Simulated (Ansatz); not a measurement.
# MoS2: random displacements

This session takes MoS2 and sets out to see what random moves of the atoms cost.

Method: DFT r2SCAN, scalar-relativistic, plane waves, PAW, in Ansatz 0.2.0.

**1. Starting point**

It takes space group P-6m2 (No. 187, hexagonal). The conventional cell has a = 3.184 Å, b = 3.184 Å, c = 28.419 Å, α = 90.00°, β = 90.00°, γ = 120.00°. Mo (site symmetry -6m2) has 6 S at 2.41 Å in its first shell of neighbours. Mo (site symmetry 3m) has 6 S at 2.41 Å in its first shell of neighbours. S (site symmetry 3m) is surrounded by 3 Mo at 2.41 Å.

Coordinates:

```xyz
9
Lattice="3.1843 0.0000 0.0000 -1.5921 2.7577 0.0000 0.0000 0.0000 28.4188" Properties=species:S:1:pos:R:3 pbc="T T T"
Mo    1.5921    0.9192    0.0000
Mo    0.0000    1.8384   21.9233
Mo    0.0000    1.8384    6.4955
S     0.0000    1.8384    1.5527
S     1.5921    0.9192   23.4762
S     1.5921    0.9192    8.0476
S     0.0000    1.8384   26.8661
S     1.5921    0.9192   20.3712
S     1.5921    0.9192    4.9427
```

It goes back to an entry of the Materials Project, which need not be the stable form.

This cell was relaxed beforehand with the same method: volume 27.73 Å³/atom, gap on the mesh 1.26 eV.

**2. The reference cell**

The reference gives a free energy of -20346.4452 eV, pressure -0.01 GPa, largest force 0.001 eV/Å and gap on the mesh 1.26 eV. It was computed beforehand with the settings of the runs below.

**3. Setting up random displacements**

All atoms are moved at random with no net shift, in some cells together with a random strain.

**4. At rms move = 0.184 Å**

input.yaml

```yaml
crystal:
  lattice:
    - [3.3306698712, 0.1078097116, 0.0543068951]
    - [-1.5719689866, 2.7628166998, 0.0072322369]
    - [0.4846752614, 0.3543585545, 29.1500207392]
  atoms:
    - { symbol: Mo, position: [0.6743929553, 0.3362370183, 0.0022404929] }
    - { symbol: Mo, position: [0.378483301, 0.6436232715, 0.7702052277] }
    - { symbol: Mo, position: [0.2716134803, 0.607337503, 0.2287259411] }
    - { symbol: S, position: [0.3542355711, 0.6763762577, 0.0515764509] }
    - { symbol: S, position: [0.7272582612, 0.3890710637, 0.8313359826] }
    - { symbol: S, position: [0.575517623, 0.3480272615, 0.2862169719] }
    - { symbol: S, position: [0.3084291962, 0.651930811, 0.9470055625] }
    - { symbol: S, position: [0.7108326511, 0.3473285373, 0.7130040015] }
    - { symbol: S, position: [0.6659036274, 0.3334016094, 0.1696893689] }
basis:
  ecutwfc: 500
kpoints:
  mp_grid: { grid: [12, 12, 1] }
hamiltonian:
  xc: r2scan
scf:
  occupations: { method: gaussian, width: 0.05 }
output:
  forces: true
  stress: true
  eigenvalues: true
  write_density: true
  write_potential: true
  elf: true
  volumetric_format: npy
```

Command:

```sh
$ ansatz run input.yaml --threads 2 --pin off --max-ram 5120MiB --backend cpu --events-out ev --progress --plain --runs-dir out
```

Output, cut to the lines that bear on the results:

```text
Warning: RAYON_NUM_THREADS=2 ignored (pool sized by the plan → 2); use --threads N
[...]
Pseudopotentials: kind: paw
Pseudopotential: Mo, paw, valence charge 14, recommended cutoff 500 eV (meta_gga), Mo.paw.azcp
Pseudopotential: S, paw, valence charge 6, recommended cutoff 500 eV (meta_gga), S.paw.azcp
Functional definition: r2SCAN
[...]
Crystal: 9 atoms, lattice volume = 273.068 Å³
Basis set: ecut = 500 eV, 6901 PW (Γ), exchange–correlation on 100×96×864 points (64 copies of the dense FFT grid, shifted against one another)
Bands: 48, of which v1, the nominal top of the filled ones, is band 39 counted from 1 (38 counted from 0)
Symmetry: 1 space group operations
Space group: P1 (ITA 1), of the structure as read, at distance tolerance 6.5e-5 Å
k-points: 74 of 144 (time reversal used)
[...]
SCF iter   1: F=—  HF=-20343.823648 eV  |F-HF|=—  |Δ(HF+E_count)|=         —  Δρ=9.60e-3  dr2=4.91e-1  dr2_τ=1.55e-1  ethr=1.77e-3  ⟨swp⟩=9.6  Hψ=16942  notcnv=0
[...]
SCF iter  12: F=-20343.904945 eV  HF=-20343.904945 eV  |F-HF|=3.14e-8  |Δ(HF+E_count)|=   6.52e-8  Δρ=3.62e-6  dr2=5.86e-8  dr2_τ=5.10e-9  ethr=1.28e-10  ⟨swp⟩=16.9  Hψ=27493  notcnv=0
[...]
WARN: The output density's exchange-correlation potential varies sharply where the density is thin. Do not read a vacuum level from v_tot or v_xc, or from such a field of the output density. On a cell that repeats whose density bears no net charge and no dipole along the vacuum's axis use [...]
SCF converged after 12 iterations
Free energy (F): -20343.904945 eV
[...]
E sigma→0 (E₀):  -20343.904945 eV
Fermi energy:    4.311767 eV
[...]
--- Forces (eV/Å), atoms counted from 1 ---
  atom   1  Mo     0.01650471    -0.06019167    -2.65114746
  atom   2  Mo    -0.75203194     1.80473532     0.87909651
  atom   3  Mo    -0.84366001     2.40088480    -1.01409552
  atom   4  S     -0.96948014    -0.57335686     1.55993218
  atom   5  S      0.09927861    -1.15206286    -3.07142078
  atom   6  S      1.24597642    -1.53164593    -1.73289128
  atom   7  S      0.95380422     0.63315344     1.09133047
  atom   8  S      0.65257985    -0.65305444     2.21188043
[...]
--- Stress (GPa, compression-positive) ---
       -8.033589      -3.207021      -0.788755
       -3.207021      -5.784414      -2.389929
       -0.788755      -2.389929      -9.737868
  P = ⅓ Tr σ = -7.8520 GPa (-78.520 kbar)
--- Band table (eV; the first three rows and the last of 74) ---
[...]
```

Run time: 1.8 min. Hardware: 2 threads of Oxide Virtual Turin-like (Zen 5), shared host; peak memory 1.5 GiB.

Density in a lattice plane of the grid's cell (edges 3.33 and 29.16 Å, at 0.347 of the third edge), which holds Mo and S.

Ten even steps from '0' (0.00 e/Å³) to '9' (6.38 e/Å³):
```
010000
000000
000111
000010
000000
000111
000000
000000
000000
000000
000000
000000
000000
000110
010000
000010
000111
000000
000000
000597
```
Columns run along the first of these edges and rows up along the second, over one cell in 6 and 20 even steps from the bottom left corner. Atoms in the plane (fractional): Mo at (0.67, 0.00), S at (0.73, 0.83), S at (0.58, 0.29), S at (0.71, 0.71), S at (0.67, 0.17).

ELF in the same plane.

Values, 12 rows by 6 columns:
```
0.56 0.76 0.60 0.15 0.02 0.07
0.80 0.17 0.51 0.80 0.11 0.51
0.31 0.17 0.20 0.43 0.60 0.58
0.56 0.03 0.09 0.68 0.87 0.84
0.00 0.00 0.00 0.00 0.00 0.00
0.00 0.00 0.00 0.00 0.00 0.00
0.00 0.00 0.00 0.00 0.00 0.00
0.02 0.07 0.65 0.85 0.84 0.54
0.20 0.26 0.33 0.59 0.61 0.44
0.74 0.13 0.67 0.72 0.05 0.72
0.47 0.72 0.55 0.14 0.02 0.06
0.19 0.24 0.17 0.71 0.36 0.73
```
Columns run along the first of these edges and rows up along the second, over one cell in 6 and 12 even steps from the bottom left corner. Atoms in the plane (fractional): Mo at (0.67, 0.00), S at (0.73, 0.83), S at (0.58, 0.29), S at (0.71, 0.71), S at (0.67, 0.17).

Both are smooth fields of the valence electrons: close to the nuclei they are not physical.

Outside the cores ELF peaks at 0.96 beside S, off the lines to its neighbours, 0.9 Å from S; 0.88 on the S–Mo line, 0.8 Å from S; 0.87 in the shell around S, 0.8 Å from S.

**5. At rms move = 0.525 Å**

input.yaml

```yaml
crystal:
  lattice:
    - [3.1842713585, 0.0, 0.0]
    - [-1.5921356792, 2.757659889, 0.0]
    - [0.0, 0.0, 28.418814053]
  atoms:
    - { symbol: Mo, position: [0.6543428582, 0.2820356802, 0.0066674744] }
    - { symbol: Mo, position: [0.3244425619, 0.6971085328, 0.7621122288] }
    - { symbol: Mo, position: [0.369326518, 0.535741265, 0.2199050303] }
    - { symbol: S, position: [0.1710158031, 0.712925434, 0.0332059883] }
    - { symbol: S, position: [0.5176093236, 0.3253687297, 0.8398834941] }
    - { symbol: S, position: [0.6155327342, 0.1842292097, 0.2952753779] }
    - { symbol: S, position: [0.3692373018, 0.6290766824, 0.9539105219] }
    - { symbol: S, position: [0.8580072193, 0.4522932198, 0.7176201679] }
    - { symbol: S, position: [0.7871523467, 0.5145545796, 0.1714197164] }
basis:
  ecutwfc: 500
kpoints:
  mp_grid: { grid: [12, 12, 1] }
hamiltonian:
  xc: r2scan
scf:
  occupations: { method: gaussian, width: 0.05 }
output:
  forces: true
  stress: true
  eigenvalues: true
```

Command:

```sh
$ ansatz run input.yaml --threads 2 --pin off --max-ram 5120MiB --backend cpu --events-out ev --progress --plain --runs-dir out
```

Output, cut to the lines that bear on the results:

```text
Warning: RAYON_NUM_THREADS=2 ignored (pool sized by the plan → 2); use --threads N
[...]
Pseudopotentials: kind: paw
Pseudopotential: Mo, paw, valence charge 14, recommended cutoff 500 eV (meta_gga), Mo.paw.azcp
Pseudopotential: S, paw, valence charge 6, recommended cutoff 500 eV (meta_gga), S.paw.azcp
Functional definition: r2SCAN
[...]
Crystal: 9 atoms, lattice volume = 249.550 Å³
Basis set: ecut = 500 eV, 6325 PW (Γ), exchange–correlation on 96×96×864 points (64 copies of the dense FFT grid, shifted against one another)
Bands: 48, of which v1, the nominal top of the filled ones, is band 39 counted from 1 (38 counted from 0)
Symmetry: 1 space group operations
Space group: P1 (ITA 1), of the structure as read, at distance tolerance 6.3e-5 Å
k-points: 74 of 144 (time reversal used)
[...]
SCF converged after 9 iterations
Free energy (F): -20324.402954 eV
[...]
E sigma→0 (E₀):  -20324.398843 eV
Entropy (-TS):   -0.008221 eV (-0.913 meV/atom)
Fermi energy:    5.255454 eV
[...]
--- Forces (eV/Å), atoms counted from 1 ---
  atom   1  Mo   -11.21300280    -5.57741453   -17.08701097
  atom   2  Mo    11.73655645     7.30998747    15.35968615
  atom   3  Mo    -4.77572026     1.22168313    10.47233064
  atom   4  S     11.05941523     6.46767826    21.82293566
  atom   5  S      0.23807326    -0.04287192    -2.79079558
  atom   6  S     -0.14437059    -0.22283349    -3.22522889
  atom   7  S      0.13600044    -0.88273512    -4.71701761
  atom   8  S    -11.95415973    -7.27500037   -12.54889240
[...]
--- Stress (GPa, compression-positive) ---
       27.930941      21.607874      10.615193
       21.607874      32.607508      10.439775
       10.615194      10.439775      23.097062
  P = ⅓ Tr σ = 27.8785 GPa (278.785 kbar)
--- Band table (eV; the first three rows and the last of 74) ---
[...]
```

Run time: 57 s. Hardware: 2 threads of Oxide Virtual Turin-like (Zen 5), shared host; peak memory 1.4 GiB.

**6. At rms move = 0.335 Å**

input.yaml

```yaml
crystal:
  lattice:
    - [3.1507196428, 0.0208180642, -0.0534263674]
    - [-1.5573308489, 2.7452082143, 0.0190146391]
    - [-0.4768167753, -0.0793366535, 28.2216478407]
  atoms:
    - { symbol: Mo, position: [0.5503332783, 0.2983652, -0.0099885539] }
    - { symbol: Mo, position: [0.3324815442, 0.6699760157, 0.7751104273] }
    - { symbol: Mo, position: [0.3242407316, 0.7114057056, 0.2254104852] }
    - { symbol: S, position: [0.4657711514, 0.797284439, 0.0558954541] }
    - { symbol: S, position: [0.5921586188, 0.2412280756, 0.8322641646] }
    - { symbol: S, position: [0.7260964365, 0.3800618034, 0.2742870218] }
    - { symbol: S, position: [0.3399485373, 0.5638709237, 0.9388214745] }
    - { symbol: S, position: [0.7457365942, 0.4114890672, 0.7281805994] }
    - { symbol: S, position: [0.5898997744, 0.2596521032, 0.1800189271] }
basis:
  ecutwfc: 500
kpoints:
  mp_grid: { grid: [12, 12, 1] }
hamiltonian:
  xc: r2scan
scf:
  occupations: { method: gaussian, width: 0.05 }
output:
  forces: true
  stress: true
  eigenvalues: true
```

Command:

```sh
$ ansatz run input.yaml --threads 2 --pin off --max-ram 5120MiB --backend cpu --events-out ev --progress --plain --runs-dir out
```

Output, cut to the lines that bear on the results:

```text
Warning: RAYON_NUM_THREADS=2 ignored (pool sized by the plan → 2); use --threads N
[...]
Pseudopotentials: kind: paw
Pseudopotential: Mo, paw, valence charge 14, recommended cutoff 500 eV (meta_gga), Mo.paw.azcp
Pseudopotential: S, paw, valence charge 6, recommended cutoff 500 eV (meta_gga), S.paw.azcp
Functional definition: r2SCAN
[...]
Crystal: 9 atoms, lattice volume = 244.943 Å³
Basis set: ecut = 500 eV, 6201 PW (Γ), exchange–correlation on 96×96×864 points (64 copies of the dense FFT grid, shifted against one another)
Bands: 48, of which v1, the nominal top of the filled ones, is band 39 counted from 1 (38 counted from 0)
Symmetry: 1 space group operations
Space group: P1 (ITA 1), of the structure as read, at distance tolerance 6.3e-5 Å
k-points: 74 of 144 (time reversal used)
[...]
SCF converged after 12 iterations
Free energy (F): -20338.148095 eV
[...]
E sigma→0 (E₀):  -20338.146947 eV
Entropy (-TS):   -0.002297 eV (-0.255 meV/atom)
Fermi energy:    5.650821 eV
[...]
--- Forces (eV/Å), atoms counted from 1 ---
  atom   1  Mo     8.60324598    -1.67387702     8.88217662
  atom   2  Mo     3.56000395     0.81660201     5.66102918
  atom   3  Mo     2.92007711    -6.79453751     4.23627203
  atom   4  S     -0.59278167    -2.24421041    -0.80977432
  atom   5  S      0.59626340     2.44660137     0.66931727
  atom   6  S     -2.46883078    -0.51330267     5.19900200
  atom   7  S     -8.00729987     3.91184460    -7.94195392
  atom   8  S     -4.16455666    -3.26860829    -6.42748637
[...]
--- Stress (GPa, compression-positive) ---
       13.122222      -1.150620       9.062167
       -1.150620      12.327571      -7.548664
        9.062167      -7.548664      25.518161
  P = ⅓ Tr σ = 16.9893 GPa (169.893 kbar)
--- Band table (eV; the first three rows and the last of 74) ---
[...]
```

It took 67 s on 2 threads of Oxide Virtual Turin-like (Zen 5), shared host; peak memory 1.4 GiB.

**7. Point rms move = 0.421 Å**

input.yaml

```yaml
crystal:
  lattice:
    - [3.1546966913, 0.2604920849, 0.0382298977]
    - [-1.3517555826, 2.7304334396, 0.0262481063]
    - [0.3411921387, 0.4674848539, 29.0110875009]
  atoms:
    - { symbol: Mo, position: [0.7530023541, 0.3386491846, -0.0117707867] }
    - { symbol: Mo, position: [0.3023273574, 0.6221093426, 0.7688949314] }
    - { symbol: Mo, position: [0.3801661141, 0.8070526802, 0.2349027629] }
    - { symbol: S, position: [0.1194669143, 0.5605746896, 0.065702117] }
    - { symbol: S, position: [0.6090061499, 0.3223872566, 0.8272399637] }
    - { symbol: S, position: [0.6999874342, 0.1978072557, 0.2716214321] }
    - { symbol: S, position: [0.4179726987, 0.7538368597, 0.9549027753] }
    - { symbol: S, position: [0.7450941875, 0.3848080945, 0.7055873129] }
    - { symbol: S, position: [0.6396434565, 0.3461079697, 0.1829194915] }
basis:
  ecutwfc: 500
kpoints:
  mp_grid: { grid: [12, 12, 1] }
hamiltonian:
  xc: r2scan
scf:
  occupations: { method: gaussian, width: 0.05 }
output:
  forces: true
  stress: true
  eigenvalues: true
```

Command:

```sh
$ ansatz run input.yaml --threads 2 --pin off --max-ram 5120MiB --backend cpu --events-out ev --progress --plain --runs-dir out
```

Output, cut to the lines that bear on the results:

```text
[...]
SCF converged after 10 iterations
Free energy (F): -20331.337643 eV
[...]
E sigma→0 (E₀):  -20331.334854 eV
Entropy (-TS):   -0.005578 eV (-0.620 meV/atom)
Fermi energy:    5.091930 eV
[...]
--- Forces (eV/Å), atoms counted from 1 ---
  atom   1  Mo     1.68780906     4.38790882     7.65395837
  atom   2  Mo    -0.15870740     2.12969197    -1.41557254
  atom   3  Mo    -8.35807364   -24.15456328   -18.37281949
  atom   4  S      0.12526776    -0.12341530    -1.65380486
  atom   5  S      1.02981941    -1.13065558    -1.85039874
  atom   6  S      8.62978984    21.62872094    22.53124080
  atom   7  S     -1.79216597    -4.25601402    -6.05006956
  atom   8  S     -0.87456896    -0.99415678     3.29983535
[...]
--- Stress (GPa, compression-positive) ---
        7.433637       3.889344       9.310757
        3.889344      27.476284      14.543819
        9.310757      14.543819      14.538313
  P = ⅓ Tr σ = 16.4827 GPa (164.827 kbar)
--- Band table (eV; the first three rows and the last of 74) ---
[...]
```

Wall time 83 s (2 threads of Oxide Virtual Turin-like (Zen 5), shared host); peak memory 1.4 GiB.

**8. All points together**

All points in order; energies are free energies above the reference cell:

| rms move (Å) | ΔE (meV/atom) | largest force (eV/Å) | shortest distance (Å) | pressure (GPa) | gap on the mesh (eV) |
| --- | --- | --- | --- | --- | --- |
| 0.000 | 0.0 | 0.00 | 2.41 | 0.0 | 1.26 |
| 0.184 | 282.2 | 3.28 | 2.32 | -7.9 | 0.62 |
| 0.335 | 921.9 | 12.48 | 1.92 | 17.0 | 0.00 |
| 0.421 | 1678.6 | 32.40 | 1.67 | 16.5 | 0.00 |
| 0.525 | 2449.1 | 25.31 | 1.70 | 27.9 | 0.00 |

Where the gap reads zero, the mesh chosen for the insulator is on the coarse side.

**9. Outcome**

| quantity | value |
| --- | --- |
| costliest cell | 2449.1 meV/atom at an rms move of 0.525 Å |

What this shows: The cost runs from 282.2 to 2449.1 meV/atom. Energy over the square of the rms move lies between 8.2 and 9.5 eV/Å² per atom; a harmonic solid under isotropic random moves would keep it roughly constant, while strain and close contacts change it. The gap on the mesh, 1.26 eV at the start, reads zero at rms move = 0.335. The cell holds empty space of several Å, a single layer or slab in vacuum, so volume, pressure and the long edge depend on that space. Where forces pass 15 eV/Å atoms stand far too close, the PAW spheres overlap strongly and those numbers are rough.
